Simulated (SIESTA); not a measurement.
**ZnS under changes of volume**

One of the cells (19.727 Å³/atom); the others are scaled copies at fixed shape and fractional positions:

```
Zn S
1.0
     0.00000    2.70200    2.70200
     2.70200    0.00000    2.70200
     2.70200    2.70200    0.00000
Zn S
1 1
Direct
  0.75000 0.75000 0.75000
  0.00000 0.00000 0.00000
```

- Program: SIESTA 5.4.2
- Functional: PBE
- Potentials or basis: PseudoDojo 0.4 standard (PBE files)
- Basis: TZP (energy shift 0.01 Ry)
- Grid cutoff: 800 Ry
- Energy shift: 0.01 Ry
- k mesh: 9 × 9 × 9
- Occupations: fermi-dirac, width 0.05 eV
- Spin: no spin polarisation

```csv
volume (Å³/atom),energy over the lowest point (meV/atom),pressure (GPa),gap on the mesh (eV)
18.543,19.90,6.1,2.62
18.938,?,?,?
19.332,1.41,1.4,2.42
19.727,0.00,-0.3,2.33
20.121,2.83,-2.0,2.24
20.516,9.74,-3.5,2.15
20.910,20.50,-5.0,2.07
```

Question: What does the run at 18.938 Å³/atom give?

Answer: Energy over the lowest point 7.67 meV/atom; pressure 3.8 GPa; gap on the mesh 2.52 eV.

Worked out: A Birch-Murnaghan fit of order 3 (a polynomial in V^(-2/3)) to the other rows has its minimum at 19.66 Å³/atom with B0 = V·E''(V) = 92 GPa and B' = 3.8. It gives 7.96 meV/atom at 18.938 Å³/atom, against the run's 7.67, and -dE/dV = 3.7 GPa, against 3.8. A straight line through the other rows of the gap, of slope -4.58 eV per unit of ln V (its deformation potential), gives 2.52 eV, against the run's 2.52.

Energies are extrapolated to zero smearing.

Caveats: semicore shells carry a single zeta, which can move pressures by several GPa and volumes by a few percent; the valence orbitals were made in a potential fitted to the semicore shell under them, which widens gaps by tenths of an eV or more; an odd mesh through Γ misses points on the zone boundary, where band edges often lie; the basis of atomic orbitals isn't converged, which shifts pressures, moduli and gaps.
